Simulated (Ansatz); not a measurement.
# TiO2: searching below the plain SCF

Plain starts of TiO2 have been run. Do the further runs listed below go lower? The cell (6 atoms) is TiO2 in the measured crystal structure (space group I4_1/amd). Source: COD entry 7206075.

Method: DFT PBE, PAW, plane waves, scalar-relativistic, in Ansatz 0.2.0.

## Step 1: The starting structure

The structure is tetragonal, space group I4_1/amd (No. 141). Conventional cell: a = 3.785 Å, b = 3.785 Å, c = 9.520 Å, α = 90.00°, β = 90.00°, γ = 90.00°. Ti (site symmetry -4m2) has 6 O at 1.93 to 2.00 Å as nearest neighbours. O (site symmetry 2mm) has 3 Ti at 1.93 to 2.00 Å as nearest neighbours.

As a file:

```xyz
6
Lattice="-1.8925 1.8925 4.7598 1.8925 -1.8925 4.7598 1.8925 1.8925 -4.7598" Properties=species:S:1:pos:R:3 pbc="T T T"
Ti    0.0000    0.0000    0.0000
Ti    0.0000    1.8925    2.3799
O     0.0000    0.0000    2.0007
O     0.0000    1.8925    4.3806
O     0.0000    1.8925    0.3792
O     0.0000    0.0000    7.5189
```

In tables a label like O6 counts atoms in the order of input.yaml; a structure file may count by element.

Known so far: 7 plain starts ended in 1 state. The lowest came from “parallel moments scaled by 0.2, plain SCF [Ti1 0.20, Ti2 0.20 μB]”: non-magnetic, a gap of 2.05 eV on the k-mesh, free energy -7277.4686 eV.

Runs to come: parallel moments, default search for lower states; opposed moments +-, default search for lower states; the moments typed in its input, symmetry off, plain SCF; the moments typed in its input, standard search for lower states.

“Plain SCF” means no search for lower states. The default search lets the program follow hints of a lower state (another filling of open shells, a soft direction), where it sees any. The standard and full searches may also try other magnetic orders and fillings, and need not reach the lowest state. With a search on, the program may also reshape the start on open shells. 

Moments by site are taken inside atomic spheres; the rest lies between them.

## Step 2: Parallel moments, default search for lower states

File input.yaml:

```yaml
crystal:
  lattice:
    - [-1.8925, 1.8925, 4.7598]
    - [1.8925, -1.8925, 4.7598]
    - [1.8925, 1.8925, -4.7598]
  atoms:
    - { symbol: Ti, position: [0.0, 0.0, 0.0], spin: 1.0 }
    - { symbol: Ti, position: [0.75, 0.25, 0.5], spin: 1.0 }
    - { symbol: O, position: [0.21017, 0.21017, 0.0] }
    - { symbol: O, position: [0.96017, 0.46017, 0.5] }
    - { symbol: O, position: [0.53983, 0.03983, 0.5] }
    - { symbol: O, position: [0.78983, 0.78983, 0.0] }
magnetization:
  spin_polarized: true
hamiltonian:
  xc: pbe
  pseudopotentials: { kind: paw }
basis:
  ecutwfc: 420
kpoints:
  mp_grid: { grid: [5, 5, 7] }
scf:
  occupations: { method: fermi_dirac, width: 0.05 }
output:
  forces: true
  stress: true
```

Log (excerpt; [...] marks lines left out):

```text
Warning: crystal.symmetry: narrowed to the stabiliser of the k-point mesh — unitary ops 16 → 4; excluded 12 operations that carry a point of the 5×5×7 mesh (shift [0, 0, 0]) off the mesh (the run samples exactly the mesh kpoints.mp_grid names, as under crystal.symmetry.detect: false, and [...]
basis.fft_grid_basis auto: the FFT boxes are laid along the combinations [[1, 0, 1], [0, 1, 1], [0, 0, 1]] of the cell's own vectors, 3.785, 3.785 and 5.461 Å long. The dense box has 27×27×40 points. Along the cell's own vectors, as sized, it would have 40×40×40, 2.19 times as many. [...]
Pseudopotentials: kind: paw
Pseudopotential: Ti, paw, valence charge 12, recommended cutoff 420 eV (normal), Ti.paw.azcp
Pseudopotential: O, paw, valence charge 6, recommended cutoff 420 eV (normal), O.paw.azcp
Functional definition: PBE
[...]
Crystal: 6 atoms, lattice volume = 68.190 Å³
Basis set: ecut = 420 eV, 1323 PW (Γ), FFT grids on a1+a3, a2+a3, a3, exchange–correlation on 54×54×80 points (8 copies of the dense FFT grid, shifted against one another)
Bands: 31, of which v1, the nominal top of the filled ones, is band 24 counted from 1 (23 counted from 0)
Symmetry: 4 space group operations
k-points: 54 of 175
[...]
Starting moments: Σ|m| = 2 μB on 2 of 6 sites
[...]
SCF iter   1: F=—  HF=-7279.115398 eV  |F-HF|=—  |Δ(HF+E_count)|=         —  Δρ=5.16e-2 (↑5.16e-2 ↓4.81e-2)  dr2=3.19e0  dr2_m=8.61e-1  M=0.000 μB ∫|m|=0.247 μB  β_m=0.30  ethr=3.10e-3  ⟨swp⟩=5.8  Hψ=13489  notcnv=0
[...]
SCF iter  10: F=-7277.468572 eV  HF=-7277.468572 eV  |F-HF|=1.91e-10  |Δ(HF+E_count)|=  2.61e-10  Δρ=3.71e-7 (↑3.71e-7 ↓2.96e-7)  dr2=2.27e-10  dr2_m=2.44e-11  M=0.000 μB ∫|m|=0.000 μB  ethr=9.19e-12  ⟨swp⟩=1.0  Hψ=9320  notcnv=0
[...]
WARN: the starting moments were not kept: the SCF closed with an absolute magnetisation of 4.3e-6 μB, where they sum to 2 μB in size (2 sites). That is at most 0.1 of that sum. Measured as dr2_m measures the in/out step, that magnetisation stands 3.8e-12 eV from none, at or under the [...]
SCF converged after 10 iterations
Magnetization: 0.0000 μB (24.0000 up, 24.0000 down)
Absolute magnetization: 0.0000 μB (∫|ρ↑−ρ↓|, with the PAW one-centre terms)
Spin contamination: 0.0000 ħ² per cell (⟨S²⟩ above its minimum at these occupations)
Per-site moments (μB) at R_I (Å): [(2.8691755258594604e-7, 0.7961701871083753), (2.86917552407643e-7, 0.7961701871083754), (-4.5865710309374376e-7, 0.7961701871083754), (-4.586571031503642e-7, 0.7961701871083753), (-4.586571029362335e-7, 0.7961701871083754), (-4.5865710300381237e-7, [...]
Free energy (F): -7277.468572 eV
[...]
E sigma→0 (E₀):  -7277.468572 eV
Fermi energy:    8.440522 eV
[... 28 lines left out: energy terms, forces, stress ...]
```

It took 4.5 s on 2 threads of an x86-64 CPU, shared host; peak memory 0.5 GiB.

The run ends in the same state as step 1 (non-magnetic); it took 10 iterations.

## Step 3: Opposed moments +-, default search for lower states

input.yaml, as its differences from that of step 2:

```diff
@@ -7,3 +7,3 @@
     - { symbol: Ti, position: [0.0, 0.0, 0.0], spin: 1.0 }
-    - { symbol: Ti, position: [0.75, 0.25, 0.5], spin: 1.0 }
+    - { symbol: Ti, position: [0.75, 0.25, 0.5], spin: -1.0 }
     - { symbol: O, position: [0.21017, 0.21017, 0.0] }
```

Log (excerpt; [...] marks lines left out):

```text
Warning: crystal.symmetry: narrowed to the stabiliser of the k-point mesh — unitary ops 8 → 2; excluded 6 operations that carry a point of the 5×5×7 mesh (shift [0, 0, 0]) off the mesh (the run samples exactly the mesh kpoints.mp_grid names, as under crystal.symmetry.detect: false, and [...]
[... 13 lines as in an earlier run ...]
Symmetry: 2 space group operations
k-points: 54 of 175 (time reversal used)
[... 6 lines as in an earlier run ...]
Starting moments: Σ|m| = 2 μB on 2 of 6 sites
[... 2 lines as in an earlier run ...]
SCF iter   1: F=—  HF=-7279.144176 eV  |F-HF|=—  |Δ(HF+E_count)|=         —  Δρ=4.99e-2 (↑4.99e-2 ↓4.99e-2)  dr2=3.22e0  dr2_m=8.55e-1  M=0.000 μB ∫|m|=0.168 μB  β_m=0.30  ethr=3.10e-3  ⟨swp⟩=5.7  Hψ=13569  notcnv=0
[...]
SCF iter  13: F=-7277.468572 eV  HF=-7277.468572 eV  |F-HF|=1.09e-11  |Δ(HF+E_count)|=  4.37e-11  Δρ=1.03e-7 (↑1.03e-7 ↓6.97e-8)  dr2=1.21e-11  dr2_m=1.72e-12  M=0.000 μB ∫|m|=0.000 μB  ethr=1.00e-12  ⟨swp⟩=1.0  Hψ=7128  notcnv=0
[...]
WARN: the starting moments were not kept: the SCF closed with an absolute magnetisation of 9.5e-7 μB, where they sum to 2 μB in size (2 sites). That is at most 0.1 of that sum. Measured as dr2_m measures the in/out step, that magnetisation stands 1.2e-13 eV from none, at or under the [...]
SCF converged after 13 iterations
Magnetization: 0.0000 μB (24.0000 up, 24.0000 down)
Absolute magnetization: 0.0000 μB (∫|ρ↑−ρ↓|, with the PAW one-centre terms)
Spin contamination: 0.0000 ħ² per cell (⟨S²⟩ above its minimum at these occupations)
Per-site moments (μB) at R_I (Å): [(-7.826612297845609e-8, 0.7961701871083753), (1.2170337105811004e-7, 0.7961701871083754), (9.055682201067738e-9, 0.7961701871083754), (-4.1705815639632e-8, 0.7961701871083753), (-4.1705815582764544e-8, 0.7961701871083754), (9.055682157832905e-9, [...]
Free energy (F): -7277.468572 eV
[...]
E sigma→0 (E₀):  -7277.468572 eV
Fermi energy:    8.440520 eV
[... 33 lines left out: energy terms, forces, stress, bands ...]
```

Run time: 19 s. Hardware: 2 threads of an x86-64 CPU, shared host; peak memory 0.59 GiB.

This is the state of step 1 again (non-magnetic), after 13 iterations.

## Step 4: The moments typed in its input, symmetry off, plain SCF

input.yaml, as its differences from that of step 3:

```diff
@@ -6,4 +6,4 @@
   atoms:
-    - { symbol: Ti, position: [0.0, 0.0, 0.0], spin: 1.0 }
-    - { symbol: Ti, position: [0.75, 0.25, 0.5], spin: -1.0 }
+    - { symbol: Ti, position: [0.0, 0.0, 0.0], spin: 0.2 }
+    - { symbol: Ti, position: [0.75, 0.25, 0.5], spin: 0.2 }
     - { symbol: O, position: [0.21017, 0.21017, 0.0] }
@@ -12,2 +12,3 @@
     - { symbol: O, position: [0.78983, 0.78983, 0.0] }
+  symmetry: { detect: false, time_reversal: true }
 magnetization:
@@ -23,2 +24,3 @@
   occupations: { method: fermi_dirac, width: 0.05 }
+  lower_state_search: "off"
 output:
```

Log (excerpt; [...] marks lines left out):

```text
[... 13 lines as in an earlier run ...]
Symmetry: 1 space group operations
k-points: 88 of 175 (time reversal used)
[... 6 lines as in an earlier run ...]
Starting moments: Σ|m| = 0.4 μB on 2 of 6 sites
[... 2 lines as in an earlier run ...]
SCF iter   1: F=—  HF=-7277.928452 eV  |F-HF|=—  |Δ(HF+E_count)|=         —  Δρ=3.27e-2 (↑3.21e-2 ↓3.27e-2)  dr2=2.83e0  dr2_m=4.73e-2  M=0.000 μB ∫|m|=0.089 μB  β_m=0.30  ethr=3.10e-3  ⟨swp⟩=5.8  Hψ=22050  notcnv=0
[...]
spin-set hold released at iteration 8 (site moments contracting): the magnetisation degrees of freedom join the quasi-Newton model from the next iteration; the mixer history was flushed
[...]
SCF iter  16: F=-7277.468572 eV  HF=-7277.468572 eV  |F-HF|=1.57e-9  |Δ(HF+E_count)|=  8.31e-10  Δρ=7.86e-7 (↑7.78e-7 ↓7.86e-7)  dr2=1.68e-9  dr2_m=1.01e-11  M=0.000 μB ∫|m|=0.000 μB  ethr=1.00e-12  ⟨swp⟩=1.0  Hψ=15423  notcnv=0
WARN: the starting moments were not kept: the SCF closed with an absolute magnetisation of 2.9e-6 μB, where they sum to 0.4 μB in size (2 sites). That is at most 0.1 of that sum. Measured as dr2_m measures the in/out step, that magnetisation stands 1.6e-12 eV from none, at or under the [...]
SCF converged after 16 iterations
Magnetization: 0.0000 μB (24.0000 up, 24.0000 down)
Absolute magnetization: 0.0000 μB (∫|ρ↑−ρ↓|, with the PAW one-centre terms)
Spin contamination: 0.0000 ħ² per cell (⟨S²⟩ above its minimum at these occupations)
Per-site moments (μB) at R_I (Å): [(-7.460965312862207e-9, 0.7961701871083753), (-7.992148921999675e-9, 0.7961701871083754), (-2.921978080074487e-7, 0.7961701871083754), (-2.9519090852531167e-7, 0.7961701871083753), (-2.9641186218185106e-7, 0.7961701871083754), (-2.9268486035288626e-7, [...]
Free energy (F): -7277.468572 eV
[...]
E sigma→0 (E₀):  -7277.468572 eV
Fermi energy:    8.440520 eV
[... 28 lines left out: energy terms, forces, stress ...]
```

Wall time 26 s (2 threads of an x86-64 CPU, shared host); peak memory 0.58 GiB.

This is the state of step 1 again (non-magnetic), after 16 iterations.

## Step 5: The moments typed in its input, standard search for lower states

input.yaml, as its differences from that of step 4:

```diff
@@ -12,3 +12,2 @@
     - { symbol: O, position: [0.78983, 0.78983, 0.0] }
-  symmetry: { detect: false, time_reversal: true }
 magnetization:
@@ -24,3 +23,3 @@
   occupations: { method: fermi_dirac, width: 0.05 }
-  lower_state_search: "off"
+  lower_state_search: standard
 output:
```

Log (excerpt; [...] marks lines left out):

```text
[... 2 lines as in an earlier run ...]
the run goes by scf.lower_state_search standard: where its kind and settings allow, a search for a lower-energy state can add stability tests and further SCF calculations, which can take several times, in some runs tens of times, as long as the SCF (see the manual's entry of the key); [...]
[... 20 lines as in an earlier run ...]
Starting moments: Σ|m| = 0.4 μB on 2 of 6 sites
[... 2 lines as in an earlier run ...]
SCF iter   1: F=—  HF=-7278.919251 eV  |F-HF|=—  |Δ(HF+E_count)|=         —  Δρ=3.46e-2 (↑3.46e-2 ↓3.36e-2)  dr2=3.18e0  dr2_m=3.44e-2  M=0.000 μB ∫|m|=0.049 μB  β_m=0.30  ethr=3.10e-3  ⟨swp⟩=5.7  Hψ=13472  notcnv=0
[...]
Starting moments: Σ|m| = 2 μB on 2 of 6 sites
[...]
SCF iter   4: F=—  HF=-7277.395823 eV  |F-HF|=—  |Δ(HF+E_count)|=   7.74e-2  Δρ=1.87e-2 (↑1.87e-2 ↓1.69e-2)  dr2=3.05e-2  dr2_m=1.79e-1  M=0.000 μB ∫|m|=0.239 μB  β_m=0.30  ethr=6.85e-4  ⟨swp⟩=2.1  Hψ=5715  notcnv=0  defer=108
[...]
WARN: the starting moments were not kept: the SCF closed with an absolute magnetisation of 7.9e-7 μB, where they sum to 0.4 μB in size (2 sites). That is at most 0.1 of that sum. Measured as dr2_m measures the in/out step, that magnetisation stands 1.3e-13 eV from none, at or under the [...]
SCF converged after 10 iterations
Magnetization: 0.0000 μB (24.0000 up, 24.0000 down)
Absolute magnetization: 0.0000 μB (∫|ρ↑−ρ↓|, with the PAW one-centre terms)
Spin contamination: 0.0000 ħ² per cell (⟨S²⟩ above its minimum at these occupations)
Per-site moments (μB) at R_I (Å): [(6.651761417874497e-8, 0.7961701871083753), (6.651761424675625e-8, 0.7961701871083754), (-8.616972756709127e-8, 0.7961701871083754), (-8.616972761769008e-8, 0.7961701871083753), (-8.616972758670172e-8, 0.7961701871083754), (-8.616972758089505e-8, [...]
Free energy (F): -7277.468572 eV
[...]
E sigma→0 (E₀):  -7277.468572 eV
Fermi energy:    8.440522 eV
[... 28 lines left out: energy terms, forces, stress ...]
```

Wall time 6.2 s (2 threads of an x86-64 CPU, shared host); peak memory 0.54 GiB.

Nothing new: the 14 iterations lead to the state found in step 1 (non-magnetic).

## Step 6: The runs side by side

```csv
step,iterations,state,moments of Ti1 Ti2 (μB),total (μB),gap (eV),pressure (GPa),above lowest (meV/atom)
1,15,1,0.00 0.00,0.00,2.05,3.9,0.0
2,10,1,0.00 0.00,0.00,2.05,3.9,0.0
3,13,1,0.00 0.00,0.00,2.05,3.9,0.0
4,16,1,0.00 0.00,0.00,2.05,3.9,0.0
5,14,1,0.00 0.00,0.00,2.05,3.9,0.0
```

States are numbered from the lowest. Starts by step: 2 parallel moments, default search for lower states; 3 opposed moments +-, default search for lower states; 4 the moments typed in its input, symmetry off, plain SCF; 5 the moments typed in its input, standard search for lower states. Step 1 is the best of the earlier plain starts.

The 4 runs of this session took 55 s in all, from 4.5 s to 26 s each.

Decimal logarithm of the largest residual (eV) by iteration, counted through all cycles of a run:

```csv
iteration,step 2,step 3,step 4,step 5
1,0.5,0.5,0.5,0.5
2,-0.2,-0.2,-0.1,-0.2
3,-0.7,-0.7,-0.5,-0.7
4,-2.2,-2.3,-1.5,-2.2
5,-3.3,-3.8,-2.4,-4.0
6,-4.5,-5.0,-2.7,-5.4
8,-7.4,-5.1,-3.2,-7.8
9,-8.4,-5.9,-3.4,-9.8
11,-,-8.5,-5.4,0.5
12,-,-10.5,-6.3,-0.1
13,-,-10.9,-5.3,-0.5
15,-,-,-9.6,-
16,-,-,-8.8,-
```

## Step 7: Summary of results

| quantity | value |
| --- | --- |
| distinct states | 1 from 5 converged runs, the best start of step 1 counted |
| lowest state | non-magnetic |
| total moment | 0.00 μB per cell |
| gap on the k-mesh | 2.05 eV |
| pressure | 3.9 GPa |
| largest force | 0.200 eV/Å |

What this shows: No run goes below the best plain start. 5 runs converged, all to one state. A lower state than any found can't be excluded. The mesh has less symmetry than the lattice, which lowers the symmetry of the run.

These are semilocal Kohn-Sham gaps, which aren't the measured quantity. Such gaps usually fall short of the measured ones.
